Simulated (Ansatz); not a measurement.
Br: what changed settings do

All trials start from this Ansatz input:

```yaml
crystal:
  lattice:
    - [-1.286768405, 1.7199972, 3.57799116]
    - [1.286768405, -1.7199972, 3.57799116]
    - [1.286768405, 1.7199972, -3.57799116]
  atoms:
    - { symbol: Br, position: [0.0, 0.0, 0.0] }
basis:
  ecutwfc: 420
kpoints:
  mp_grid: { grid: [8, 8, 8] }
hamiltonian:
  xc: pbe
scf:
  occupations: { method: gaussian, width: 0.1 }
output:
  forces: true
  stress: true
  eigenvalues: true
```

Command:

```bash
ansatz run input.yaml --threads 1 --pin off --max-ram 1331MiB --backend cpu --events-out ev --progress --plain --runs-dir out
```

The run converges in 6 SCF iterations on 95 irreducible k-points: pressure 0.97 GPa, no gap.

The inputs are trials, many of them unsound on purpose. Their numbers show the effect of the settings and aren't properties of the material. Each trial's input is given as a difference from the reference's; energies are extrapolated to zero smearing where there is one, and pressure is positive in compression.

Trial 1:

```diff
 crystal:
   atoms:
-    - { symbol: Br, position: [0.0, 0.0, 0.0] }
+    - { symbol: Br, position: [0.0, 0.0, 0.0], spin: 0.1 }
 basis:
-  ecutwfc: 420
+  ecutwfc: 150
+  ecutrho_ratio: 10
 kpoints:
+  band_path: { path: [[0, 0, 0], [0.5, 0, 0], [0.5, 0.5, 0.5]], npoints: 8 }
 scf:
-  occupations: { method: gaussian, width: 0.1 }
+  occupations: { method: cold, width: 0.011 }
+  lower_state_search: "off"
+  max_iter: 100
 output:
+  populations: true
+magnetization:
+  spin_polarized: true
+  magnetic_field: 300
```

The run converges in 12 SCF iterations on 95 irreducible k-points: pressure 1.48 GPa (unreliable at so low a cutoff), no gap, cell moment 0.05 μB (in the typed magnetic field). It warns that the cutoff lies under the recommended one, 420 eV for these potentials; that the state wasn't tested for a lower one.

Trial 2:

```diff
 basis:
-  ecutwfc: 420
+  ecutwfc: 180
 hamiltonian:
-  xc: pbe
+  xc: pbesol
 scf:
-  occupations: { method: gaussian, width: 0.1 }
+  occupations: { method: tetrahedron }
+  mixing: { beta: 0.13, ndim: 3, preconditioner: kerker_dos }
+  initial_density: { chi_scale: 0, normalization: atom }
+  max_iter: 30
+  convergence: { dr2_threshold: "1e-9 eV" }
+  self_checks: high
 output:
+  dos: { method: smearing }
```

The run converges in 9 SCF iterations on 95 irreducible k-points: pressure -0.72 GPa (unreliable at so low a cutoff), no gap. It warns that the printed bands weren't solved further after the SCF; that the cutoff lies under the recommended one, 420 eV for these potentials; that the SCF threshold is loose for the stress; that forces and stress under tetrahedra may miss the energy's slope.